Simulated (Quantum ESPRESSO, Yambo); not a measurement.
# Quasiparticle gap of InP (F-43m) in Yambo, part 2 of 3

How does a plane-wave GW calculation on InP (F-43m) run from the first input to the gap?

Quantum ESPRESSO 7.5 and Yambo 5.3.0; PBE and many-body steps on it, plane waves. Known limits of the many-body steps: not at the basis limit; coarse k mesh.

So far. Step 2 (Ground state): The gap is direct, at Γ. Step 3 (Bands along the symmetry lines): The gap is 0.681 eV, as in the run before at this level.

The database entry behind the starting cell differs from later determinations by our own check (0.1 to 0.3 % short, probably kX units), so it need not match the best structure at ambient conditions.

## (4) Empty states on the mesh, 4×4×4 mesh, 510 bands

Level of this step: DFT, PBE with spin-orbit coupling, plane waves, norm-conserving pseudopotentials (Quantum ESPRESSO).

The sums over transitions need many empty states on a uniform mesh; this step solves for them.

The input, pw.in:

```
&control
  calculation = 'nscf'
  prefix = 'x'
  outdir = 'o'
  pseudo_dir = 'pseudo'
/
&system
  ibrav = 0
  nat = 2
  ntyp = 2
  ecutwfc = 70.0
  nbnd = 510
  force_symmorphic = .true.
  noncolin = .true.
  lspinorb = .true.
/
&electrons
  conv_thr = 1e-9
  electron_maxstep = 80
  diago_full_acc = .true.
  diago_thr_init = 5e-6
/
ATOMIC_SPECIES
  In 114.82 In.upf
  P 30.974 P.upf
CELL_PARAMETERS angstrom
  0.0000000000 2.9305000000 2.9305000000
  2.9305000000 -0.0000000000 2.9305000000
  2.9305000000 2.9305000000 0.0000000000
ATOMIC_POSITIONS crystal
  In 0.0000000000 0.0000000000 0.0000000000
  P 0.2500000000 0.2500000000 0.2500000000
K_POINTS automatic
  4 4 4 0 0 0
```

On the command line:

```console
$ OMP_NUM_THREADS=1 mpirun -n 8 pw.x -nk 4 -in pw.in > pw.out
```

What it wrote:

```text
[banner, memory and clock lines left out]
Program PWSCF v.7.5 starts

     Atomic positions and unit cell read from directory:
     o/x.save/

     Message from routine setup:
     using ibrav=0 with symmetry is DISCOURAGED, use correct ibrav instead

     bravais-lattice index     =            0
     lattice parameter (alat)  =       7.8317  a.u.
     unit-cell volume          =     339.6658 (a.u.)^3
     number of atoms/cell      =            2
     number of atomic types    =            2
     number of electrons       =        26.00
     number of Kohn-Sham states=          510
     kinetic-energy cutoff     =      70.0000  Ry
     charge density cutoff     =     280.0000  Ry
     Exchange-correlation= PBE
                           (   1   4   3   4   0   0   0)
     Non magnetic calculation with spin-orbit

     celldm(1)=   7.831692  celldm(2)=   0.000000  celldm(3)=   0.000000
     celldm(4)=   0.000000  celldm(5)=   0.000000  celldm(6)=   0.000000

     crystal axes: (cart. coord. in units of alat)
               a(1) = (   0.000000   0.707107   0.707107 )
               a(2) = (   0.707107  -0.000000   0.707107 )
               a(3) = (   0.707107   0.707107   0.000000 )

     reciprocal axes: (cart. coord. in units 2 pi/alat)
               b(1) = ( -0.707107  0.707107  0.707107 )
               b(2) = (  0.707107 -0.707107  0.707107 )
               b(3) = (  0.707107  0.707107 -0.707107 )
     Pseudo is Norm-conserving + core correction, Zval = 21.0
     Generated using ONCVPSP code by D. R. Hamann
     Using radial grid of 1986 points, 10 beta functions with:
     Pseudo is Norm-conserving + core correction, Zval =  5.0
     Generated using ONCVPSP code by D. R. Hamann
     Using radial grid of 1298 points, 10 beta functions with:
     In               21.00   114.82000     In( 1.00)
     P                 5.00    30.97400     P ( 1.00)

     24 Sym. Ops. (no inversion) found

   Cartesian axes

     site n.     atom                  positions (alat units)
         1        In     tau(   1) = (   0.0000000   0.0000000   0.0000000  )
         2        P      tau(   2) = (   0.3535534   0.3535534   0.3535534  )

     number of k points=     8
                       cart. coord. in units 2pi/alat
        k(    1) = (   0.0000000   0.0000000   0.0000000), wk =   0.0156250
        k(    2) = (   0.1767767   0.1767767  -0.1767767), wk =   0.1250000
        k(    3) = (  -0.3535534  -0.3535534   0.3535534), wk =   0.0625000
[...]
k(    7) = (  -0.7071068   0.0000000   0.0000000), wk =   0.0468750
        k(    8) = (  -0.7071068   0.3535534   0.0000000), wk =   0.0937500

     Dense  grid:    26813 G-vectors     FFT dimensions: (  45,  45,  45)

     The potential is recalculated from file :
     o/x.save/charge-density

     Starting wfcs are   34 randomized atomic wfcs +  476 random wfcs

     Band Structure Calculation

     End of band structure calculation

          k = 0.0000 0.0000 0.0000 (  3383 PWs)   bands (ev):

  -106.6326-106.6326 -69.7389 -69.7389 -63.0931 -63.0931 -63.0931 -63.0931
    -6.3245  -6.3245  -6.3245  -6.3245  -5.5420  -5.5420  -5.4396  -5.4396
    -5.4396  -5.4396  -3.1992  -3.1992   8.2509   8.2509   8.3499   8.3499
     8.3499   8.3499   9.0312   9.0312  12.0971  12.0971  12.5533  12.5533
[...]
[... 52 further rows ...]
[...]
158.2047 158.2047 158.4435 158.4435 158.4435 158.4435

          k = 0.1768 0.1768-0.1768 (  3371 PWs)   bands (ev):

  -106.6325-106.6325 -69.7390 -69.7390 -63.0932 -63.0932 -63.0931 -63.0931
[...]
[... 52 further rows ...]
[...]
162.2911 162.2918 162.6864 162.6864 162.8942 162.8942

          k =-0.3536-0.3536 0.3536 (  3354 PWs)   bands (ev):

  -106.6324-106.6324 -69.7390 -69.7390 -63.0932 -63.0932 -63.0931 -63.0931
[...]
37.6822  37.6822  39.4469  39.4469  39.6345  39.6345  39.9933  39.9933
     [... 52 further rows ...]
   160.1267 160.1267 160.5533 160.5533 160.5659 160.5659 160.7471 160.7471
   161.1724 161.1724 161.2095 161.2095 161.4138 161.4138

          k = 0.3536 0.0000 0.0000 (  3359 PWs)   bands (ev):

     [... further k-points ...]

     highest occupied, lowest unoccupied level (ev):     8.3499    9.0312

     XML data file, pseudopotentials, collected wavefunctions
```

The job ended after 1.8 min (8 MPI ranks of Intel Xeon Platinum 8375C at 2.90GHz (Ice Lake), shared host; peak memory 1.9 GiB).

Numbers from this step:

```yaml
gap: 0.6813 eV
k_of_the_valence_top: 0, 0, 0
k_of_the_conduction_bottom: 0, 0, 0
least_direct_gap: 0.6813 eV
k_points_computed: 8
lowest_point_of_the_top_converged_band_above_the_valence_top: 150.0936 eV
```

On this mesh the gap is 0.681 eV.

## (5) Conversion and set-up

This step: Yambo 5.3.0; conversion and set-up on PBE with spin-orbit coupling, plane waves, norm-conserving pseudopotentials.

The states are converted to the many-body program's format and the q mesh is built.

On the command line:

```console
$ (cd o/x.save; p2y > p2y.log; mv SAVE ../..); yambo > setup.log
```

What it wrote:

```text
 Yambo, version 5.3.0

 [02] CORE Variables Setup
 =========================

  [02.01] Unit cells
  ==================

  Cell kind             :  FCC
  Atoms in the cell     :  In  P
  number of In atoms    :  1
  number of P  atoms    :  1

  List of atomic masses
  Mass of In    :  114.8200
  Mass of P     :  30.97400

  List of atomic coordinates    : [cc]
  In1       :  0.000000  0.000000  0.000000  order 1
  P1       :  2.768921  2.768921  2.768921  order 2

  Alat factors          :  5.537842  5.537842  5.537842 [a.u.]
  Direct lattice volume :  339.6658 [a.u.]
  Direct lattice vectors:  A[ 1 ]  A[ 2 ]  A[ 3 ]
   A[ 1 ]:  0.000000  1.000000  1.000000  [iru]
   0.000000  5.537842  5.537842  [cc]
   A[ 2 ]:  1.000000 -0.000000  1.000000  [iru]
   5.537842 -0.000000  5.537842  [cc]
   A[ 3 ]:  1.000000  1.000000  0.000000  [iru]
   5.537842  5.537842  0.000000  [cc]

  Recip. lattice volume :  0.730277 [a.u.]
  Recip. lattice vectors:  B[ 1 ]  B[ 2 ]  B[ 3 ]
   B[ 1 ]: -0.500000  0.500000  0.500000  [iku]
  -0.567295  0.567295  0.567295  [cc]
   B[ 2 ]:  0.500000 -0.500000  0.500000  [iku]
   0.567295 -0.567295  0.567295  [cc]
   B[ 3 ]:  0.500000  0.500000 -0.500000  [iku]
   0.567295  0.567295 -0.567295  [cc]

  [02.02] Symmetries
  ==================

  Inversion symmetry    : yes
  Spatial inversion     : no
  Inversion index       :  25
  K-space Time-reversal : yes
  Magnetic symmetries   : no
  Time-reversal derived K-space symmetries:   25   48
  Group table correct   : yes
  Symmetries units      :  [cc]

   [S  1]:   1.0000      0.21494E-16  0.21494E-16  0.21494E-16   1.0000     -0.21494E-16 -0.21494E-16 -0.21494E-16   1.0000
   [S  2]:  -1.0000     -0.21494E-16  0.21494E-16 -0.21494E-16  -1.0000     -0.21494E-16  0.21494E-16  0.21494E-16   1.0000
   [S  3]:  -1.0000      0.21494E-16 -0.21494E-16 -0.21494E-16   1.0000      0.21494E-16  0.21494E-16 -0.21494E-16  -1.0000
[...]
[S  9]:  0.21494E-16   1.0000      0.21494E-16 -0.21494E-16  0.21494E-16   1.0000       1.0000     -0.21494E-16 -0.21494E-16
   [S 10]:  0.21494E-16  -1.0000     -0.21494E-16 -0.21494E-16 -0.21494E-16  -1.0000       1.0000      0.21494E-16  0.21494E-16
     [... 36 further rows ...]
   [S*47]:   1.0000      0.21494E-16 -0.21494E-16  0.21494E-16 -0.21494E-16  -1.0000     -0.21494E-16   1.0000      0.21494E-16
   [S*48]:   1.0000     -0.21494E-16  0.21494E-16  0.21494E-16  0.21494E-16   1.0000     -0.21494E-16  -1.0000     -0.21494E-16

  [02.03] Reciprocal space
  ========================

  nG shells         :  293
  nG charge         :  26813
  nG WFs            :   4185
  nC WFs            :   3383
  G-vecs. in first 29 shells:  [ Number ]
     1    9   15   27   51   59   65   89  113
    137   169   181   229   259   283   307   331   339
    387   411   459   531   537   561   609   645   701
    725   749
  ...
  Shell energy in first 29 shells:  [ mHa ]
[...]
K/Q-points units:
  rlu = crystal or reduced units; cc = cartesian coordinates; iku = interal k-units

  K [1]          [rlu]:  0.000000  0.000000  0.000000
         WF components:   3383
  K [2]          [rlu]:  0.52668E-17  0.52668E-17  0.25000
         WF components:   3371
  K [3]          [rlu]: -0.10534E-16 -0.10534E-16 -0.50000
         WF components:   3354
  K [4]          [rlu]: -0.87374E-19  0.25000      0.25000
         WF components:   3359
  K [5]          [rlu]:  0.86628E-17  0.25000     -0.50000
         WF components:   3351
  [... 2 further k-points ...]
  K [8]          [rlu]:  0.250000 -0.500000 -0.250000
         WF components:   3380

  [02.05] Energies & Occupations
  ==============================

  [X] === General ===
  [X] Electronic Temperature                        :  0.000000  0.000000 [eV K]
  [X] Bosonic    Temperature                        :  0.000000  0.000000 [eV K]
  [X] Finite Temperature mode                       : no
  [X] El. density                                   :  0.51656E+24 [cm-3]
  [X] Fermi Level                                   :  8.349859 [eV]

  [X] === Gaps and Widths ===
  [X] Conduction Band Min                           :  0.681322 [eV]
  [X] Valence Band Max                              :  0.000000 [eV]
  [X] Filled Bands                                  :  26
  [X] Empty Bands                                   :    27   510
  [X] Direct Gap                                    :  0.681322 [eV]
  [X] Direct Gap localized at k                     :  1
  [X] Indirect Gap                                  :  0.681322 [eV]
  [X] Indirect Gap between kpts                     :  1  1
  [X] Last valence band width                       :  2.878634 [eV]
  [X] 1st conduction band width                     :  3.579014 [eV]

  E @ K [1]:  [eV]
  -114.9824 -114.9824  -78.0888  -78.0888  -71.4429  -71.4429  -71.4429  -71.4429
  -14.67437 -14.67437 -14.67437 -14.67437 -13.89190 -13.89190 -13.78944 -13.78944
   -13.789      -13.789      -11.549      -11.549     -0.98953E-01 -0.98953E-01 -0.13633E-09 -0.70645E-10
[...]
occ @ K [1]
[...]
E @ K [2]:  [eV]
[...]
occ @ K [2]
[...]
E @ K [3]:  [eV]
[...]
occ @ K [3]
[...]
E @ K [4]:  [eV]
[...]
occ @ K [4]
[...]
E @ K [5]:  [eV]
[...]
occ @ K [5]
[...]
[... 2 further k-points ...]
  E @ K [8]:  [eV]
[...]
occ @ K [8]
[...]
0.000000  0.000000  0.000000  0.000000  0.000000  0.000000  0.000000  0.000000
   0.000000  0.000000  0.000000  0.000000  0.000000  0.000000  0.000000  0.000000

 [03] Transferred momenta grid and indexing
 ==========================================

 IBZ Q-points                                      :   8
 BZ  Q-points                                      :   64

 K/Q-points units:
 rlu = crystal or reduced units; cc = cartesian coordinates; iku = interal k-units

 Q [1]          [rlu]:  0.000000  0.000000  0.000000
 Q [2]          [rlu]:  0.54193E-16  0.26437E-16  0.25000
 Q [3]          [rlu]: -0.10839E-15 -0.52875E-16 -0.50000
[...]
Q [7]          [rlu]:  0.17475E-18 -0.50000     -0.50000
 Q [8]          [rlu]:  0.250000 -0.500000 -0.250000

  [03.01] X indexes
  =================

   [03.01.01] Sigma indexes
   ========================

 [06] Game Over & Game summary
```

Elapsed: 4.5 s, on 1 MPI rank; peak memory 0.25 GiB.

[end of part 2 of 3]

[Paths, hosts, dates, memory and timing lines, banners, echoed tables and standing remarks are left out of the program output.]

[Logs are printed without paths, hosts, clocks, repeated set-up lines and the standing remarks that a program may print on its own settings, such as how far it seeks lower states.]

[Runs of the session that timed out or met a known fault of the program may be left out.]

[Hosts, paths, dates, database ids (printed as entryN), source tags and the programs' standing remarks are cut or masked in the printed files.]
